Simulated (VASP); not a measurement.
# Cs2AgBiBr6 (Fm-3m) in VASP: a series of runs

One crystal, Cs2AgBiBr6, is run at these levels: PBE, LDA, r2SCAN; tasks: band structure.

Everything below comes from runs of VASP 6.6.1. Logs are shortened: lines on timing, memory, paths and dates and some standing lists are left out, and cuts for length are marked.

### 1 The structure

The structure is cubic, space group Fm-3m (No. 225). The conventional cell has a = 11.187 Å, b = 11.187 Å, c = 11.187 Å, α = 90.00°, β = 90.00°, γ = 90.00°. Cs (site symmetry -43m) is surrounded by 12 Br at 3.96 Å. Around Ag (site symmetry m-3m) lie 6 Br at 2.75 Å. Around Bi (site symmetry m-3m) lie 6 Br at 2.84 Å. Around Br (site symmetry 4mm) lie 1 Ag at 2.75 Å and 1 Bi at 2.84 Å.

### 2 Band structure, PBE

The input, INCAR:

```
SYSTEM = Cs2AgBiBr6
PREC = Accurate ; ENCUT = 520
EDIFF = 1E-6 ; ISMEAR = 0
SIGMA = 0.03 ; LREAL = .FALSE.
LASPH = .TRUE. ; NELM = 80
ALGO = Fast ; ISIF = 2
LWAVE = .FALSE. ; LCHARG = .FALSE.
LMAXMIX = 4 ; GGA = PE
NBANDS = 54 ; KPAR = 4
```

The input, KPOINTS:

```
regular mesh
0
G
  4 4 4
  0 0 0
```

The input, POSCAR:

```
Cs2AgBiBr6                              
1.0
    0.0000000000      5.5936098718      5.5936098718
    5.5936098718      0.0000000000      5.5936098718
    5.5936098718      5.5936098718      0.0000000000
  Cs              Ag              Bi              Br            
     2     1     1     6
Direct
     0.2500000000000000    0.2500000000000000    0.2500000000000000
     0.7500000000000000    0.7500000000000000    0.7500000000000000
     0.5000000000000000    0.5000000000000000    0.5000000000000000
     0.0000000000000000    0.0000000000000000    0.0000000000000000
     0.2539881990043966    0.7460118009956034    0.2539881990043966
     0.2539881990043966    0.7460118009956034    0.7460118009956034
     0.7460118009956034    0.2539881990043966    0.7460118009956034
     0.7460118009956034    0.2539881990043966    0.2539881990043966
     0.2539881990043966    0.2539881990043966    0.7460118009956034
     0.7460118009956034    0.7460118009956034    0.2539881990043966
```

The input, KPOINTS_OPT:

```
explicit points
252
Reciprocal
 0.0000000000  0.0000000000  0.0000000000 1
 0.0357142857  0.0000000000  0.0357142857 1
 0.0714285714  0.0000000000  0.0714285714 1
 0.1071428571  0.0000000000  0.1071428571 1
 0.1428571429  0.0000000000  0.1428571429 1
 0.1785714286  0.0000000000  0.1785714286 1
[... 244 lines left out ...]
 0.4778788300  0.0221211700  0.5000000000 1
 0.5221211700 -0.0221211700  0.5000000000 1
```

Potentials or basis: VASP PAW PBE potentials, release 64 (Cs_sv, Ag, Bi_d, Br).

Run with:

```sh
> cat potpaw_PBE.64/Cs_sv/POTCAR potpaw_PBE.64/Ag/POTCAR potpaw_PBE.64/Bi_d/POTCAR potpaw_PBE.64/Br/POTCAR > POTCAR
> mpirun -np 4 vasp_std > vasp.out
```

OUTCAR:

```text
SYSTEM = Cs2AgBiBr6
   PREC = Accurate
   ENCUT = 520
   EDIFF = 1E-6
   ISMEAR = 0
   LREAL = .FALSE.
   LASPH = .TRUE.
   NELM = 80
   ISIF = 2
   GGA = PE

 ion  position               nearest neighbor table
   1  0.250  0.250  0.250-
   2  0.750  0.750  0.750-
   3  0.500  0.500  0.500-   5 2.75   6 2.75   7 2.75   8 2.75   9 2.75  10 2.75
   4  0.000  0.000  0.000-   5 2.84   6 2.84   7 2.84   8 2.84   9 2.84  10 2.84
   5  0.254  0.746  0.254-   3 2.75   4 2.84
   6  0.254  0.746  0.746-   3 2.75   4 2.84
   7  0.746  0.254  0.746-   3 2.75   4 2.84
   8  0.746  0.254  0.254-   3 2.75   4 2.84
   9  0.254  0.254  0.746-   3 2.75   4 2.84
  10  0.746  0.746  0.254-   3 2.75   4 2.84

  LATTYP: Found a face centered cubic cell.
 ALAT       =    11.1872197436

  Lattice vectors:

 A1 = (   0.0000000000,   5.5936098718,   5.5936098718)
 A2 = (   5.5936098718,   0.0000000000,   5.5936098718)
 A3 = (   5.5936098718,   5.5936098718,   0.0000000000)

Analysis of symmetry for initial positions (statically):
=====================================================================
 Subroutine PRICEL returns:
 Original cell was already a primitive cell.

 Routine SETGRP: Setting up the symmetry group for a
 face centered cubic supercell.

 Subroutine GETGRP returns: Found 48 space group operations
 (whereof 48 operations were pure point group operations)
 out of a pool of 48 trial point group operations.

The static configuration has the point symmetry O_h .

Analysis of symmetry for dynamics (positions and initial velocities):
=====================================================================
 Subroutine PRICEL returns:
 Original cell was already a primitive cell.

 Routine SETGRP: Setting up the symmetry group for a
 face centered cubic supercell.

 Subroutine GETGRP returns: Found 48 space group operations
 (whereof 48 operations were pure point group operations)
 out of a pool of 48 trial point group operations.

The dynamic configuration has the point symmetry O_h .

 Subroutine INISYM returns: Found 48 space group operations
 (whereof 48 operations are pure point group operations),
 and found     1 'primitive' translations

----------------------------------------------------------------------------------------

                                     Primitive cell

  volume of cell :     350.0310

  direct lattice vectors                    reciprocal lattice vectors
     0.000000000  5.593609872  5.593609872    -0.089387714  0.089387714  0.089387714
     5.593609872  0.000000000  5.593609872     0.089387714 -0.089387714  0.089387714
     5.593609872  5.593609872  0.000000000     0.089387714  0.089387714 -0.089387714

  length of vectors
     7.910558943  7.910558943  7.910558943     0.154824062  0.154824062  0.154824062

  position of ions in fractional coordinates (direct lattice)
     0.250000000  0.250000000  0.250000000
     0.750000000  0.750000000  0.750000000
     0.500000000  0.500000000  0.500000000
     0.000000000  0.000000000  0.000000000
     0.253988199  0.746011801  0.253988199
     0.253988199  0.746011801  0.746011801
     0.746011801  0.253988199  0.746011801
     0.746011801  0.253988199  0.253988199
     0.253988199  0.253988199  0.746011801
     0.746011801  0.746011801  0.253988199

  ion indices of the primitive-cell ions
   primitive index   ion index
                 1           1
                 2           2
                 3           3
                 4           4
                 5           5
                 6           6
                 7           7
                 8           8
                 9           9
                10          10

----------------------------------------------------------------------------------------

 KPOINTS: regular mesh

Automatic generation of k-mesh.
 Grid dimensions read from file:
 generate k-points for:    4    4    4

 Generating k-lattice:

  Cartesian coordinates                     Fractional coordinates (reciprocal lattice)
    -0.022346929  0.022346929  0.022346929     0.250000000  0.000000000  0.000000000
     0.022346929 -0.022346929  0.022346929     0.000000000  0.250000000  0.000000000
     0.022346929  0.022346929 -0.022346929     0.000000000  0.000000000  0.250000000

  Length of vectors
     0.038706016  0.038706016  0.038706016

  Shift w.r.t. Gamma in fractional coordinates (k-lattice)
     0.000000000  0.000000000  0.000000000

 Subroutine IBZKPT returns following result:
 ===========================================

 Found      8 irreducible k-points:

 Following reciprocal coordinates:
            Coordinates               Weight
  0.000000  0.000000  0.000000      1.000000
  0.250000  0.000000  0.000000      8.000000
  0.500000  0.000000  0.000000      4.000000
  0.250000  0.250000  0.000000      6.000000
  0.500000  0.250000  0.000000     24.000000
 -0.250000  0.250000  0.000000     12.000000
  0.500000  0.500000  0.000000      3.000000
 -0.250000  0.500000  0.250000      6.000000
   k-points           NKPTS =      8   k-points in BZ     NKDIM =      8   number of bands    NBANDS=     54
   number of dos      NEDOS =    301   number of ions     NIONS =     10
   total plane-waves  NPLWV = 216000
   dimension x,y,z NGX =    60 NGY =   60 NGZ =   60
   dimension x,y,z NGXF=   120 NGYF=  120 NGZF=  120
   ions per type =               2   1   1   6
   NGX,Y,Z   is equivalent  to a cutoff of  12.61, 12.61, 12.61 a.u.
   NGXF,Y,Z  is equivalent  to a cutoff of  25.22, 25.22, 25.22 a.u.
 SYSTEM =  Cs2AgBiBr6
   PREC   = accura    normal or accurate (medium, high low for compatibility)
   ISTART =      0    job   : 0-new  1-cont  2-samecut
   ICHARG =      2    charge: 1-file 2-atom 10-const
   ISPIN  =      1    spin polarized calculation?
   LNONCOLLINEAR =      F non collinear calculations
   LSORBIT =      F    spin-orbit coupling
   LASPH  =      T    aspherical Exc in radial PAW
   ENCUT  =  520.0 eV  38.22 Ry    6.18 a.u.  14.71 14.71 14.71*2*pi/ulx,y,z
   NELM   =     80;   NELMIN=  2; NELMDL= -5     # of ELM steps
   EDIFF  = 0.1E-05   stopping-criterion for ELM
   LREAL  =      F    real-space projection
   EDIFFG = 0.1E-04   stopping-criterion for IOM
   NSW    =      0    number of steps for IOM
   IBRION =     -1    ionic relax: 0-MD 1-quasi-New 2-CG
   NFREE  =      0    steps in history (QN), initial steepest desc. (CG)
   ISIF   =      2    stress and relaxation
   ISYM   =      2    0-nonsym 1-usesym 2-fastsym
   POTIM  = 0.5000    time-step for ionic-motion
   TEBEG  =    0.0;   TEEND  =   0.0 temperature during run
   PSTRESS=    0.0 pullay stress
   NELECT =      86.0000    total number of electrons
   NUPDOWN=      -1.0000    fix difference up-down
   EMIN   =  10.00;   EMAX   =-10.00  energy-range for DOS
   EFERMI =   0.00;   METHOD = LEGACY
   ISMEAR =     0;   SIGMA  =   0.03  broadening in eV -4-tet -1-fermi 0-gaus
   EFERMI_NEDOS =   21; number of points for ismear=-14 and -15
   IALGO  =     68    algorithm
   IMIX   =      4    mixing-type and parameters
     AMIX     =   0.40;   BMIX     =  1.00
     AMIX_MAG =   1.60;   BMIX_MAG =  1.00
  volume/ion in A,a.u.               =      35.00       236.21
  Fermi-wavevector in a.u.,A,eV,Ry     =   1.025350  1.937631 14.304385  1.051343
  Thomas-Fermi vector in A             =   2.159186
   LORBIT       =      0    0 simple, 1 ext, 2 COOP (PROOUT), +10 PAW based schemes
   GGA     = PE    functional components
   LHFCALC =     F    Hartree Fock is set to
   AEXX    =    0.0000 exact exchange contribution
   IVDW    =     0    specifies the selected vdW correction
   LEPSILON=     F    determine dielectric tensor
   LRPA    =     F    only Hartree local field effects (RPA)
 non-spin polarized calculation
 RMM-DIIS sequential band-by-band and
 Gauss-broadening in eV      SIGMA  =   0.03
  energy-cutoff  :      520.00
  volume of cell :      350.03
 maximum number of plane-waves:      9453
 NGX is ok and might be reduce to    60
   NGX = 29   NGY = 29   NGZ = 29

 number of electron      86.0000003 magnetization

 Free energy of the ion-electron system (eV)
  ---------------------------------------------------
  ext. energy  EPLUGINS =         0.00000000
  ---------------------------------------------------
  free energy    TOTEN  =       -29.45533257 eV

  energy without entropy =      -29.45533257  energy(sigma->0) =      -29.45533257

 E-fermi :   1.7679     XC(G=0):  -8.2231

 val. band max:        1.5678236264   @ k =   0.5000   0.5000   0.0000
 cond. band min:       2.7563264687   @ k =   0.5000   0.0000   0.0000
 fundamental gap:      1.1885028423
 Fermi energy:         1.7678659937

 k-point     1 :       0.0000    0.0000    0.0000
  band No.  band energies     occupation
      1     -21.6252      2.00000
      2     -21.6252      2.00000
      3     -21.5911      2.00000
      4     -21.5911      2.00000
      5     -21.5911      2.00000
      6     -19.2597      2.00000
[... 46 lines left out ...]
     53       6.8915      0.00000
     54       6.9119      0.00000

 k-point     2 :       0.2500    0.0000    0.0000
  band No.  band energies     occupation
      1     -21.6253      2.00000
      2     -21.6253      2.00000
      3     -21.5911      2.00000
      4     -21.5911      2.00000
      5     -21.5911      2.00000
      6     -19.2584      2.00000
[... 46 lines left out ...]
     53       7.2352      0.00000
     54       7.3037      0.00000

 k-point     3 :       0.5000    0.0000    0.0000
  band No.  band energies     occupation
      1     -21.6253      2.00000
      2     -21.6253      2.00000
      3     -21.5911      2.00000
      4     -21.5911      2.00000
      5     -21.5911      2.00000
      6     -19.2558      2.00000
[... 46 lines left out ...]
     53       7.9022      0.00000
     54       7.9799      0.00000

 k-point     4 :       0.2500    0.2500    0.0000
  band No.  band energies     occupation
      1     -21.6253      2.00000
      2     -21.6253      2.00000
      3     -21.5912      2.00000
      4     -21.5911      2.00000
      5     -21.5911      2.00000
      6     -19.2582      2.00000
[... 46 lines left out ...]
     53       7.3754      0.00000
     54       7.3866      0.00000

 k-point     5 :       0.5000    0.2500    0.0000
  band No.  band energies     occupation
      1     -21.6253      2.00000
      2     -21.6253      2.00000
      3     -21.5911      2.00000
      4     -21.5911      2.00000
      5     -21.5911      2.00000
      6     -19.2565      2.00000
[... 46 lines left out ...]
     53       7.6397      0.00000
     54       7.6684      0.00000

 k-point     6 :      -0.2500    0.2500    0.0000
  band No.  band energies     occupation
      1     -21.6253      2.00000
      2     -21.6253      2.00000
      3     -21.5911      2.00000
      4     -21.5911      2.00000
      5     -21.5911      2.00000
      6     -19.2569      2.00000
[... 46 lines left out ...]
     53       7.6576      0.00000
     54       7.8506      0.00000

 k-point     7 :       0.5000    0.5000    0.0000
  band No.  band energies     occupation
      1     -21.6253      2.00000
      2     -21.6252      2.00000
      3     -21.5911      2.00000
      4     -21.5911      2.00000
      5     -21.5911      2.00000
      6     -19.2568      2.00000
[... 46 lines left out ...]
     53       7.8116      0.00000
     54       8.2590      0.00000

 k-point     8 :      -0.2500    0.5000    0.2500
  band No.  band energies     occupation
      1     -21.6253      2.00000
      2     -21.6253      2.00000
      3     -21.5911      2.00000
      4     -21.5911      2.00000
      5     -21.5911      2.00000
      6     -19.2557      2.00000
[... 46 lines left out ...]
     53       7.5819      0.00000
     54       7.8895      0.00000

------------------------ aborting loop because EDIFF is reached ----------------------------------------

  FORCE on cell =-STRESS in cart. coord.  units (eV):
  Direction    XX          YY          ZZ          XY          YZ          ZX
  --------------------------------------------------------------------------------------
  -------------------------------------------------------------------------------------
  Total        4.2298706      4.2298706      4.2298706     -0.0000000     -0.0000000      0.0000000
  in kB       19.3611498     19.3611498     19.3611498     -0.0000000     -0.0000000      0.0000000
  external PRESSURE =      19.3611498 kB  Pullay stress =       0.0000000 kB

 VOLUME and BASIS-vectors are now :
 -----------------------------------------------------------------------------
  energy-cutoff  :      520.00
  volume of cell :      350.03
      direct lattice vectors                 reciprocal lattice vectors
     0.000000000  5.593609872  5.593609872    -0.089387714  0.089387714  0.089387714
     5.593609872  0.000000000  5.593609872     0.089387714 -0.089387714  0.089387714
     5.593609872  5.593609872  0.000000000     0.089387714  0.089387714 -0.089387714

 POSITION                                       TOTAL-FORCE (eV/Angst)
 -----------------------------------------------------------------------------------
      2.79680      2.79680      2.79680        -0.000000     -0.000000     -0.000000
      8.39041      8.39041      8.39041         0.000000      0.000000      0.000000
      5.59361      5.59361      5.59361         0.000000     -0.000000     -0.000000
      0.00000      0.00000      0.00000         0.000000     -0.000000      0.000000
      5.59361      2.84142      5.59361         0.000000     -0.046291      0.000000
      8.34580      5.59361      5.59361         0.046291     -0.000000      0.000000
      5.59361      8.34580      5.59361         0.000000      0.046291      0.000000
      2.84142      5.59361      5.59361        -0.046291     -0.000000      0.000000
      5.59361      5.59361      2.84142         0.000000     -0.000000     -0.046291
      5.59361      5.59361      8.34580         0.000000     -0.000000      0.046291
 -----------------------------------------------------------------------------------
    total drift:                                0.000000      0.000000      0.000000

  FREE ENERGIE OF THE ION-ELECTRON SYSTEM (eV)
  ---------------------------------------------------
  free  energy   TOTEN  =       -29.4553325686 eV

  energy  without entropy=      -29.4553325686  energy(sigma->0) =      -29.45533257
```

Run time: 8.2 min. Hardware: 4 MPI ranks of Intel Xeon 6975P-C (Granite Rapids), shared host; peak memory 0.57 GiB.

What came out:

| Quantity | Value |
| --- | --- |
| Free energy | -29.4553 eV |
| Pressure | 1.9 GPa |
| Largest force | 0.046 eV/Å |
| Band gap on the k mesh | 1.19 eV, indirect (least direct gap 2.41 eV) |
| Band gap along the path | 1.19 eV, indirect (least direct gap 2.30 eV) |

Forces on the atoms (eV/Å):
```
Cs   0.000  0.000  0.000
Cs   0.000  0.000  0.000
Ag   0.000  0.000  0.000
Bi   0.000  0.000  0.000
Br   0.000 -0.046  0.000
Br   0.046  0.000  0.000
Br   0.000  0.046  0.000
Br  -0.046  0.000  0.000
Br   0.000  0.000 -0.046
Br   0.000  0.000  0.046
```

Levels at the corners of the path, in eV from the valence-band top:
| point | band 39 | band 40 | band 41 | band 42 | band 43 | band 44 | band 45 | band 46 | band 47 | band 48 |
| --- | --- | --- | --- | --- | --- | --- | --- | --- | --- | --- |
| Γ | -1.28 | -1.28 | -1.28 | -0.63 | -0.63 | 2.14 | 2.14 | 2.14 | 3.61 | 4.44 |
| X | -1.64 | -1.64 | -1.29 | -0.64 | 0.00 | 2.65 | 2.65 | 3.01 | 4.57 | 5.23 |
| X | -1.64 | -1.64 | -1.29 | -0.64 | 0.00 | 2.65 | 2.65 | 3.01 | 4.57 | 5.23 |
| W | -1.64 | -1.54 | -1.54 | -1.28 | -0.10 | 2.59 | 2.85 | 2.85 | 5.42 | 5.75 |
| W | -1.64 | -1.54 | -1.54 | -1.28 | -0.10 | 2.59 | 2.85 | 2.85 | 5.42 | 5.75 |
| K | -1.66 | -1.62 | -1.46 | -1.01 | -0.23 | 2.24 | 2.92 | 3.16 | 5.23 | 5.40 |
| K | -1.66 | -1.62 | -1.46 | -1.01 | -0.23 | 2.24 | 2.92 | 3.16 | 5.23 | 5.40 |
| Γ | -1.28 | -1.28 | -1.28 | -0.63 | -0.63 | 2.14 | 2.14 | 2.14 | 3.61 | 4.44 |
| Γ | -1.28 | -1.28 | -1.28 | -0.63 | -0.63 | 2.14 | 2.14 | 2.14 | 3.61 | 4.44 |
| L | -1.60 | -1.60 | -1.52 | -1.27 | -1.27 | 1.19 | 3.57 | 3.57 | 4.93 | 5.03 |
| L | -1.60 | -1.60 | -1.52 | -1.27 | -1.27 | 1.19 | 3.57 | 3.57 | 4.93 | 5.03 |
| U | -1.66 | -1.62 | -1.46 | -1.01 | -0.23 | 2.24 | 2.92 | 3.16 | 5.23 | 5.40 |
| U | -1.66 | -1.62 | -1.46 | -1.01 | -0.23 | 2.24 | 2.92 | 3.16 | 5.23 | 5.40 |
| W | -1.64 | -1.54 | -1.54 | -1.28 | -0.10 | 2.59 | 2.85 | 2.85 | 5.42 | 5.75 |
| W | -1.64 | -1.54 | -1.54 | -1.28 | -0.10 | 2.59 | 2.85 | 2.85 | 5.42 | 5.75 |
| L | -1.60 | -1.60 | -1.52 | -1.27 | -1.27 | 1.19 | 3.57 | 3.57 | 4.93 | 5.03 |
| L | -1.60 | -1.60 | -1.52 | -1.27 | -1.27 | 1.19 | 3.57 | 3.57 | 4.93 | 5.03 |
| K | -1.66 | -1.62 | -1.46 | -1.01 | -0.23 | 2.24 | 2.92 | 3.16 | 5.23 | 5.40 |
| U | -1.66 | -1.62 | -1.46 | -1.01 | -0.23 | 2.24 | 2.92 | 3.16 | 5.23 | 5.40 |
| X | -1.64 | -1.64 | -1.29 | -0.64 | 0.00 | 2.65 | 2.65 | 3.01 | 4.57 | 5.23 |

Caveat: spin-orbit coupling is left out, which as a rule narrows the gap of such compounds by several tenths of an eV.

(Continued in part 2 of 2.)
